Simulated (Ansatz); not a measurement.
# AlCo: the cost of one run

Program: Ansatz 0.2.0. Level of theory: DFT PBEsol, scalar-relativistic, plane waves, PAW. These are calculated values, not measurements.

1 further run of the same task is left out (set aside as unsound or not needed).

### 1 The system as given

Symmetry: Pm-3m, No. 221, cubic system. The conventional cell has a = 2.823 Å, b = 2.823 Å, c = 2.823 Å, α = 90.00°, β = 90.00°, γ = 90.00°. Al (site symmetry m-3m) has 8 Co at 2.44 Å in its first shell of neighbours. Co (site symmetry m-3m) is surrounded by 8 Al at 2.44 Å.

As a file:

```cif
data_structure
_symmetry_space_group_name_H-M 'Pm-3m'
_symmetry_Int_Tables_number 221
_cell_length_a 2.8226
_cell_length_b 2.8226
_cell_length_c 2.8226
_cell_angle_alpha 90.000
_cell_angle_beta 90.000
_cell_angle_gamma 90.000
_cell_volume 22.49
loop_
_atom_site_label
_atom_site_type_symbol
_atom_site_symmetry_multiplicity
_atom_site_Wyckoff_symbol
_atom_site_fract_x
_atom_site_fract_y
_atom_site_fract_z
_atom_site_occupancy
Al1 Al 1 a 0.00000 0.00000 0.00000 1
Co1 Co 1 b 0.50000 0.50000 0.50000 1
```

It goes back to an entry of the Materials Project.

It is the result of an earlier relaxation at this level (volume 11.24 Å³/atom; gap on the mesh: none (metal)).

### 2 The reference cell

The reference gives a free energy of -5618.7778 eV, pressure 0.06 GPa, largest force 0.000 eV/Å and gap on the mesh none (metal). It was computed beforehand with the settings of the runs below.

### 3 Breaking the symmetry

All atoms moved at random, sigma 0.25 Å a component, cell strained at random, sigma 0.03. Displacements in the unstrained cell, with the mean shift removed:

```tsv
atom	ux (Å)	uy (Å)	uz (Å)
Al1	-0.189	-0.037	0.018
Co2	0.189	0.037	-0.018
```

Strain (xx, yy, zz, yz, xz, xy; engineering shear): (0.0182, 0.0287, -0.0751, 0.0479, 0.0397, 0.0581).

### 4 Single point of the disturbed structure

The input, input.yaml:

```yaml
crystal:
  lattice:
    - [2.8740464231, 0.0820321147, 0.0560755029]
    - [0.0820321147, 2.9036012693, 0.0676582323]
    - [0.0560755029, 0.0676582323, 2.6106937586]
  atoms:
    - { symbol: Al, position: [-0.0668244271, -0.0131771631, 0.006465285] }
    - { symbol: Co, position: [0.5668244271, 0.5131771631, 0.493534715] }
basis:
  ecutwfc: 420
kpoints:
  mp_grid: { grid: [12, 12, 12] }
hamiltonian:
  xc: pbesol
scf:
  occupations: { method: gaussian, width: 0.15 }
output:
  forces: true
  stress: true
  eigenvalues: true
  write_density: true
  write_potential: true
  elf: true
  volumetric_format: npy
```

On the command line:

```console
$ ansatz run input.yaml --threads 2 --pin off --max-ram 5120MiB --backend cpu --events-out ev --progress --plain --runs-dir out
```

What time and memory should one allow on 2 threads of Intel Xeon Platinum 8259CL at 2.50GHz (Skylake/Cascade Lake), shared host?

About 19 s, with a peak of 0.63 GiB.
